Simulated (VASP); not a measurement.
# Se (R-3m) in VASP: notebook

Aim: see how the results for Se move with the level of theory and the settings. Levels: LDA, PBEsol. Tasks: relaxation of cell and atoms.

Program: VASP 6.6.1. These are calculated values, not measurements. Logs are shortened: lines on timing, memory, paths and dates and some standing lists are left out, and cuts for length are marked.

## Step 1: Starting point

Symmetry: R-3m, No. 166, trigonal system. Conventional cell: a = 3.901 Å, b = 3.901 Å, c = 2.686 Å, α = 90.00°, β = 90.00°, γ = 120.00°. Se (site symmetry -3m) has 8 Se at 2.42 to 2.69 Å as nearest neighbours.

This isn't the form of Se at room conditions, which is trigonal, of chains.

## Step 2: Relaxation of cell and atoms, LDA, target pressure 125 GPa, at which the enthalpy is minimised

File INCAR:

```
PREC = Accurate
ENCUT = 600
EDIFF = 1E-7
ISMEAR = 1
SIGMA = 0.1
LREAL = False
LASPH = True
NELM = 80
ALGO = Normal
ISIF = 3
LWAVE = False
LCHARG = False
IBRION = 2
NSW = 90
EDIFFG = -0.005
PSTRESS = 1250.0
```

File KPOINTS:

```
regular mesh
0
Gamma
  17 17 17
```

File POSCAR:

```
Se                                      
1.0
    1.9504988037      1.1261210094      0.8953758998
   -1.9504988037      1.1261210094      0.8953758998
   -0.0000000000     -2.2522420189      0.8953758998
  Se            
     1
Direct
     0.0000000000000000    0.0000000000000000    0.0000000000000000
```

Potentials or basis: VASP PAW LDA potentials, release 64 (Se).

Run with:

```bash
cat potpaw_LDA.64/Se/POTCAR > POTCAR
mpirun -np 1 vasp_std > vasp.out
```

OUTCAR:

```text
PREC = Accurate
   ENCUT = 600
   EDIFF = 1E-7
   ISMEAR = 1
   LREAL = False
   LASPH = True
   NELM = 80
   ISIF = 3
   IBRION = 2
   NSW = 90
   EDIFFG = -0.005
   PSTRESS = 1250.0

 ion  position               nearest neighbor table
   1  0.000  0.000  0.000-

  LATTYP: Found a trigonal (rhomboedric) cell.
 ALAT       =     2.4236938984
 COS(alpha) =    -0.2952864822

  Lattice vectors:

 A1 = (   1.9504988037,   1.1261210094,   0.8953758998)
 A2 = (  -1.9504988037,   1.1261210094,   0.8953758998)
 A3 = (   0.0000000000,  -2.2522420189,   0.8953758998)

Analysis of symmetry for initial positions (statically):
=====================================================================
 Subroutine PRICEL returns:
 Original cell was already a primitive cell.

 Routine SETGRP: Setting up the symmetry group for a
 trigonal (rhombohedral) supercell.

 Subroutine GETGRP returns: Found 12 space group operations
 (whereof 12 operations were pure point group operations)
 out of a pool of 12 trial point group operations.

The static configuration has the point symmetry D_3d.

Analysis of symmetry for dynamics (positions and initial velocities):
=====================================================================
 Subroutine PRICEL returns:
 Original cell was already a primitive cell.

 Routine SETGRP: Setting up the symmetry group for a
 trigonal (rhombohedral) supercell.

 Subroutine GETGRP returns: Found 12 space group operations
 (whereof 12 operations were pure point group operations)
 out of a pool of 12 trial point group operations.

The dynamic configuration has the point symmetry D_3d.

 Subroutine INISYM returns: Found 12 space group operations
 (whereof 12 operations are pure point group operations),
 and found     1 'primitive' translations

----------------------------------------------------------------------------------------

                                     Primitive cell

  volume of cell :      11.8001

  direct lattice vectors                    reciprocal lattice vectors
     1.950498804  1.126121009  0.895375900     0.256344684  0.148000672  0.372283120
    -1.950498804  1.126121009  0.895375900    -0.256344684  0.148000672  0.372283120
     0.000000000 -2.252242019  0.895375900     0.000000000 -0.296001345  0.372283120

  length of vectors
     2.423693898  2.423693898  2.423693899     0.475616986  0.475616986  0.475616986

  position of ions in fractional coordinates (direct lattice)
     0.000000000  0.000000000  0.000000000

  ion indices of the primitive-cell ions
   primitive index   ion index
                 1           1

----------------------------------------------------------------------------------------

 KPOINTS: regular mesh

Automatic generation of k-mesh.
 Grid dimensions read from file:
 generate k-points for:   17   17   17

 Generating k-lattice:

  Cartesian coordinates                     Fractional coordinates (reciprocal lattice)
     0.015079099  0.008705922  0.021899007     0.058823529 -0.000000000  0.000000000
    -0.015079099  0.008705922  0.021899007    -0.000000000  0.058823529  0.000000000
     0.000000000 -0.017411844  0.021899007     0.000000000  0.000000000  0.058823529

  Length of vectors
     0.027977470  0.027977470  0.027977470

  Shift w.r.t. Gamma in fractional coordinates (k-lattice)
     0.000000000  0.000000000  0.000000000

 Subroutine IBZKPT returns following result:
 ===========================================

 Found    489 irreducible k-points:

 Following reciprocal coordinates:
            Coordinates               Weight
  0.000000  0.000000  0.000000      1.000000
  0.058824  0.000000 -0.000000      6.000000
  0.117647  0.000000  0.000000      6.000000
  0.176471  0.000000  0.000000      6.000000
  0.235294  0.000000  0.000000      6.000000
  0.294118  0.000000  0.000000      6.000000
[... 16 lines left out ...]
 -0.176471  0.058824 -0.000000     12.000000
 -0.117647  0.058824 -0.000000     12.000000
 [... further k-points ...]
   k-points           NKPTS =    489   k-points in BZ     NKDIM =    489   number of bands    NBANDS=      7
   number of dos      NEDOS =    301   number of ions     NIONS =      1
   total plane-waves  NPLWV =   8000
   dimension x,y,z NGX =    20 NGY =   20 NGZ =   20
   dimension x,y,z NGXF=    40 NGYF=   40 NGZF=   40
   ions per type =               1
   NGX,Y,Z   is equivalent  to a cutoff of  13.72, 13.72, 13.72 a.u.
   NGXF,Y,Z  is equivalent  to a cutoff of  27.44, 27.44, 27.44 a.u.
 SYSTEM =  unknown system
   PREC   = accura    normal or accurate (medium, high low for compatibility)
   ISTART =      0    job   : 0-new  1-cont  2-samecut
   ICHARG =      2    charge: 1-file 2-atom 10-const
   ISPIN  =      1    spin polarized calculation?
   LNONCOLLINEAR =      F non collinear calculations
   LSORBIT =      F    spin-orbit coupling
   LASPH  =      T    aspherical Exc in radial PAW
   ENCUT  =  600.0 eV  44.10 Ry    6.64 a.u.   4.84  4.84  4.84*2*pi/ulx,y,z
   NELM   =     80;   NELMIN=  2; NELMDL= -5     # of ELM steps
   EDIFF  = 0.1E-06   stopping-criterion for ELM
   LREAL  =      F    real-space projection
   EDIFFG = -.5E-02   stopping-criterion for IOM
   NSW    =     90    number of steps for IOM
   IBRION =      2    ionic relax: 0-MD 1-quasi-New 2-CG
   NFREE  =      1    steps in history (QN), initial steepest desc. (CG)
   ISIF   =      3    stress and relaxation
   ISYM   =      2    0-nonsym 1-usesym 2-fastsym
   POTIM  = 0.5000    time-step for ionic-motion
   TEBEG  =    0.0;   TEEND  =   0.0 temperature during run
   PSTRESS= 1250.0 pullay stress
   NELECT =       6.0000    total number of electrons
   NUPDOWN=      -1.0000    fix difference up-down
   EMIN   =  10.00;   EMAX   =-10.00  energy-range for DOS
   EFERMI =   0.00;   METHOD = LEGACY
   ISMEAR =     1;   SIGMA  =   0.10  broadening in eV -4-tet -1-fermi 0-gaus
   EFERMI_NEDOS =   21; number of points for ismear=-14 and -15
   IALGO  =     38    algorithm
   IMIX   =      4    mixing-type and parameters
     AMIX     =   0.40;   BMIX     =  1.00
     AMIX_MAG =   1.60;   BMIX_MAG =  1.00
  volume/ion in A,a.u.               =      11.80        79.63
  Fermi-wavevector in a.u.,A,eV,Ry     =   1.306661  2.469230 23.230068  1.707362
  Thomas-Fermi vector in A             =   2.437448
   LORBIT       =      0    0 simple, 1 ext, 2 COOP (PROOUT), +10 PAW based schemes
   GGA     = CA    functional components
   LHFCALC =     F    Hartree Fock is set to
   AEXX    =    0.0000 exact exchange contribution
   IVDW    =     0    specifies the selected vdW correction
   LEPSILON=     F    determine dielectric tensor
   LRPA    =     F    only Hartree local field effects (RPA)
 conjugate gradient relaxation of ions
 non-spin polarized calculation
 Methfessel and Paxton  Order N= 1 SIGMA  =   0.10
  energy-cutoff  :      600.00
  volume of cell :       11.80
 maximum number of plane-waves:       406
   NGX =  9   NGY =  9   NGZ =  9

 number of electron       5.9999999 magnetization

 Free energy of the ion-electron system (eV)
  ---------------------------------------------------
  ext. energy  EPLUGINS =         0.00000000
  ---------------------------------------------------
  free energy    TOTEN  =        -1.91757137 eV

  energy without entropy =       -1.91772436  energy(sigma->0) =       -1.91762237

 E-fermi :  14.3720     XC(G=0): -13.3056

 val. band max:       14.3520876223   @ k =  -0.2353   0.3529   0.2353
 cond. band min:      14.3759651851   @ k =  -0.4118   0.4706   0.2353
 fundamental gap:      0.0238775628
 Fermi energy:        14.3720032026

 k-point     1 :       0.0000    0.0000    0.0000
  band No.  band energies     occupation
      1      -8.5900      2.00000
      2      19.4277      0.00000
      3      21.5987      0.00000
      4      21.5987      0.00000
      5      26.6895      0.00000
      6      26.6895      0.00000
      7      29.0293      0.00000

 k-point     2 :       0.0588    0.0000   -0.0000
  band No.  band energies     occupation
      1      -8.4752      2.00000
      2      18.7631      0.00000
      3      20.6820      0.00000
      4      21.4325      0.00000
      5      26.5832      0.00000
      6      27.4135      0.00000
      7      29.1963      0.00000

 k-point     3 :       0.1176    0.0000    0.0000
  band No.  band energies     occupation
      1      -8.1313      2.00000
      2      16.6538      0.00000
      3      19.5341      0.00000
      4      21.0082      0.00000
      5      26.1669      0.00000
      6      27.5378      0.00000
      7      30.0979      0.00000

 k-point     4 :       0.1765    0.0000    0.0000
  band No.  band energies     occupation
      1      -7.5597      2.00000
      2      13.9073      2.00000
      3      18.6077      0.00000
      4      20.4700      0.00000
      5      25.4153      0.00000
      6      26.6205      0.00000
      7      31.8763      0.00000

 k-point     5 :       0.2353    0.0000    0.0000
  band No.  band energies     occupation
      1      -6.7637      2.00000
      2      11.0983      2.00000
      3      17.7775      0.00000
      4      19.9334      0.00000
      5      24.5227      0.00000
      6      25.6277      0.00000
      7      32.4430      0.00000
[... 161 lines left out ...]
 k-point    22 :      -0.2353    0.0588    0.0000
  band No.  band energies     occupation
      1      -7.0226      2.00000
      2      12.2589      2.00000
      3      18.3066      0.00000
      4      20.3007      0.00000
      5      24.9097      0.00000
      6      25.6529      0.00000
      7      30.8900      0.00000

 k-point    23 :      -0.1765    0.0588   -0.0000
  band No.  band energies     occupation
      1      -7.7270      2.00000
      2      15.0501     -0.00000
      3      19.2154      0.00000
      4      20.8441      0.00000
      5      25.8360      0.00000
      6      26.3556      0.00000
      7      29.8290      0.00000

 k-point    24 :      -0.1176    0.0588   -0.0000
  band No.  band energies     occupation
      1      -8.2053      2.00000
      2      17.6472      0.00000
      3      19.9893      0.00000
      4      21.1767      0.00000
      5      26.6772      0.00000
      6      27.0994      0.00000
      7      28.7477      0.00000

 [... further k-points ...]

------------------------ aborting loop because EDIFF is reached ----------------------------------------

  FORCE on cell =-STRESS in cart. coord.  units (eV):
  Direction    XX          YY          ZZ          XY          YZ          ZX
  --------------------------------------------------------------------------------------
  -------------------------------------------------------------------------------------
  Total        9.2053336      9.2053336      9.2060270      0.0000000     -0.0000000      0.0000000
  in kB     1249.8638665   1249.8638666   1249.9580141      0.0000000     -0.0000000      0.0000000
  external PRESSURE =      -0.1047509 kB  Pullay stress =    1250.0000000 kB

 VOLUME and BASIS-vectors are now :
 -----------------------------------------------------------------------------
  energy-cutoff  :      600.00
  volume of cell :       11.80
      direct lattice vectors                 reciprocal lattice vectors
     1.950498804  1.126121009  0.895375900     0.256344684  0.148000672  0.372283120
    -1.950498804  1.126121009  0.895375900    -0.256344684  0.148000672  0.372283120
     0.000000000 -2.252242019  0.895375900     0.000000000 -0.296001345  0.372283120

 POSITION                                       TOTAL-FORCE (eV/Angst)
 -----------------------------------------------------------------------------------
      0.00000      0.00000      0.00000        -0.000000      0.000000     -0.000000
 -----------------------------------------------------------------------------------
    total drift:                                0.000000     -0.000000     -0.000000

  FREE ENERGIE OF THE ION-ELECTRON SYSTEM (eV)
  ---------------------------------------------------
  free  energy   TOTEN  =        -1.9175713707 eV

  energy  without entropy=       -1.9177243564  energy(sigma->0) =       -1.91762237

  enthalpy is  TOTEN    =         7.2887648352 eV   P V=        9.2063362058

 reached required accuracy - stopping structural energy minimisation
```

Run time: 19 s. Hardware: 1 thread of Intel Xeon Platinum 8375C at 2.90GHz (Ice Lake), shared host; peak memory 0.16 GiB.

What came out:

```yaml
Free_energy: -1.9176 eV
Pressure_after_relaxing: 125.0 GPa
Band_gap_on_the_k_mesh: none (metal or under the smearing width)
```

Final structure:
```cif
data_structure
_symmetry_space_group_name_H-M 'P 1'
_symmetry_Int_Tables_number 1
_cell_length_a 2.4237
_cell_length_b 2.4237
_cell_length_c 2.4237
_cell_angle_alpha 107.175
_cell_angle_beta 107.175
_cell_angle_gamma 107.175
_cell_volume 11.80
loop_
_atom_site_label
_atom_site_type_symbol
_atom_site_fract_x
_atom_site_fract_y
_atom_site_fract_z
_atom_site_occupancy
Se1 Se 0.00000 0.00000 0.00000 1
```

Caveat: the relaxation stopped at its first step, so nothing moved; the cell is relaxed towards a set pressure, so the enthalpy falls and the energy may rise.

## Step 3: Relaxation of cell and atoms, PBEsol, target pressure 125 GPa, at which the enthalpy is minimised

This run uses another cell than the first one, of 11.32 Å³/atom, 0.959 times its volume.

File INCAR:

```
PREC = Accurate ; ENCUT = 600
EDIFF = 1E-6 ; ISMEAR = 1
SIGMA = 0.1 ; LREAL = False
LASPH = True ; NELM = 80
ALGO = Normal ; ISIF = 3
LWAVE = False ; LCHARG = False
GGA = PS ; IBRION = 2
NSW = 90 ; EDIFFG = -0.01
PSTRESS = 1250.0
```

File KPOINTS:

```
Automatic mesh
0
Gamma
  17 17 17
```

File POSCAR:

```
Se
1.0
    1.9250000000      1.1113992682      0.8816666667
   -1.9250000000      1.1113992682      0.8816666667
    0.0000000000     -2.2227985364      0.8816666667
Se
1
Direct
    0.0000000000      0.0000000000      0.0000000000
```

Potentials or basis: VASP PAW PBE potentials, release 64 (Se).

Run with:

```bash
cat potpaw_PBE.64/Se/POTCAR > POTCAR
mpirun -np 1 vasp_std > vasp.out
```

Wall time 72 s (1 thread of Intel Xeon Platinum 8488C (Sapphire Rapids), shared host); peak memory 0.16 GiB.

Results (log left out):

* Free energy: -1.5509 eV
* Relaxed volume: 11.87 Å³/atom
* Relaxed cell: a = 2.431 Å, b = 2.431 Å, c = 2.431 Å, α = 107.28°, β = 107.28°, γ = 107.28°
* Space group after relaxing (to 0.05 Å): R-3m (No. 166)
* Energy change on relaxing (the enthalpy is what falls): -476.8 meV/atom
* Ionic steps: 11
* Pressure after relaxing: 125.0 GPa
* Band gap on the k mesh: none (metal or under the smearing width)

Step by step:
| step | energy change (eV) | largest force (eV/Å) | pressure (GPa) | volume (Å³) |
| --- | --- | --- | --- | --- |
| 1 | 0.0000 | 0.0000 | 152.30 | 11.32 |
| 2 | -1.8830 | 0.0000 | 42.99 | 14.78 |
| 3 | -0.5295 | 0.0000 | 122.01 | 11.94 |
| 4 | -0.4793 | 0.0000 | 124.82 | 11.87 |
| 5 | -0.4705 | 0.0000 | 125.34 | 11.86 |
| 6 | -0.4707 | 0.0000 | 125.32 | 11.86 |
| 7 | -0.4714 | 0.0000 | 125.27 | 11.86 |
| 8 | -0.4717 | 0.0000 | 125.26 | 11.86 |
| 9 | -0.4724 | 0.0000 | 125.23 | 11.86 |
| 10 | -0.4739 | 0.0000 | 125.15 | 11.87 |
| 11 | -0.4768 | 0.0000 | 125.01 | 11.87 |

Final structure:
```
CELL_PARAMETERS angstrom
1.95770 1.13028 0.89410
-1.95770 1.13028 0.89410
0.00000 -2.26055 0.89410
ATOMIC_POSITIONS crystal
Se 0.00000 0.00000 0.00000
```

Levels at points of the mesh, in eV from the Fermi level:
```csv
k point,band 1,band 2,band 3,band 4,band 5,band 6,band 7
"(0.00, 0.00, 0.00)",-22.90,5.15,7.28,7.28,12.33,12.33,14.58
```

Caveat: the cell is relaxed towards a set pressure, so the enthalpy falls and the energy may rise; the PAW data sets were made with another functional, which shifts forces and pressure a little.
